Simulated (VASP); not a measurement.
From an Ansatz input to VASP: CO2 (strained database structure)

Ansatz input

```yaml
crystal:
  lattice:
    - [4.2072315546, 0.0, 0.0]
    - [0.0, 4.2072315546, 0.0]
    - [0.0, 0.0, 4.6212335211]
  atoms:
    - { symbol: C, position: [0.5, 0.5, 0.5] }
    - { symbol: C, position: [0.0, 0.0, 0.0] }
    - { symbol: O, position: [0.3049420892, 0.6950579108, 0.5] }
    - { symbol: O, position: [0.6950579108, 0.3049420892, 0.5] }
    - { symbol: O, position: [0.1950579108, 0.1950579108, 0.0] }
    - { symbol: O, position: [0.8049420892, 0.8049420892, 0.0] }
kpoints:
  mp_grid: { grid: [6, 6, 6] }
  band_path:
    path:
      - [0.0, 0.0, 0.0]
      - [0.0, 0.5, 0.0]
      - [0.5, 0.5, 0.0]
      - [0.0, 0.0, 0.5]
      - [0.0, 0.5, 0.5]
      - [0.5, 0.5, 0.5]
      - [-0.5, -0.5, 0.479167]
    npoints: 1
hamiltonian:
  xc: pbe
scf:
  occupations: { method: fermi_dirac, width: 0.02 }
  n_extra_bands: 5
output:
  forces: true
  stress: true
  eigenvalues: true
  write_density: true
  write_potential: true
  elf: true
  volumetric_format: npy
```

Question: Write VASP inputs for this cell and level of theory.

Answer: 

INCAR

```
NBANDS = 25
NSW = 0
LREAL = .FALSE.
ENCUT = 520
NELM = 120
LCHARG = .FALSE.
GGA = PE
ISMEAR = -1
ISIF = 2
IBRION = -1
LASPH = .TRUE.
SIGMA = 0.02
LWAVE = .FALSE.
EDIFF = 1E-7
PREC = Accurate
```

KPOINTS

```
KPOINTS created by Atomic Simulation Environment
0
Gamma
6 6 6
0 0 0
```

KPOINTS_OPT

```
special points
7
Reciprocal
0.0000000000 0.0000000000 0.0000000000 1
0.0000000000 0.5000000000 0.0000000000 1
0.5000000000 0.5000000000 0.0000000000 1
0.0000000000 0.0000000000 0.5000000000 1
0.0000000000 0.5000000000 0.5000000000 1
0.5000000000 0.5000000000 0.5000000000 1
-0.5000000000 -0.5000000000 0.4791670000 1
```

POSCAR

```
C  O
 1.0000000000000000
     4.2072315545999999    0.0000000000000000    0.0000000000000000
     0.0000000000000000    4.2072315545999999    0.0000000000000000
     0.0000000000000000    0.0000000000000000    4.6212335210999997
 C   O
   2   4
Cartesian
  2.1036157772999999  2.1036157772999999  2.3106167605499999
  0.0000000000000000 -0.0000000000000000  0.0000000000000000
  1.2829619797998215  2.9242695748001784  2.3106167605499999
  2.9242695748001784  1.2829619797998215  2.3106167605499999
  0.8206537975001785  0.8206537975001785  0.0000000000000000
  3.3865777570998215  3.3865777570998215  0.0000000000000000
```

VASP ran with the recommended PBE PAW datasets (32 valence electrons in the cell). Other inputs would serve too.

|  | Ansatz | VASP |
| --- | --- | --- |
| gap between bands v and c | 6.68 eV | 6.66 eV |
| least direct gap | 7.16 eV | 7.14 eV |
| pressure | 4.7 GPa | 6.4 GPa |
| largest force | 0.77 eV/Å | 1.45 eV/Å |

Datasets and cutoffs are each program's own. VASP's cell holds 32 valence electrons and Ansatz's 32. Ansatz's stress includes a Pulay correction; VASP's doesn't.
